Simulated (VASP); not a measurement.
Consider the following.

```
ZnTe
1.0
    0.00000     3.08772     3.08772
    3.08772     0.00000     3.08772
    3.08772     3.08772     0.00000
Zn Te
1 1
Direct
  0.00000   0.00000   0.00000
  0.25000   0.25000   0.25000
```

Method: PBE GGA, VASP's PBE PAW potentials (set 64) (plane waves; VASP 6.6.1). Numerical set-up: 400 eV cut-off, Gaussian smearing of 0.050 eV, potentials Zn Te.

Unless said otherwise, spin-orbit coupling is left out, though it shifts the bands of the heavy elements here.

**Question.** Predict the band gap (along the path) with the smallest direct gap where there is one.

**Answer.** 
The band gap (along the path) comes out as 1.08 eV and the smallest direct gap (along the path) is 1.08 eV.

The compound is ZnTe in the zinc blende structure. It was relaxed first.
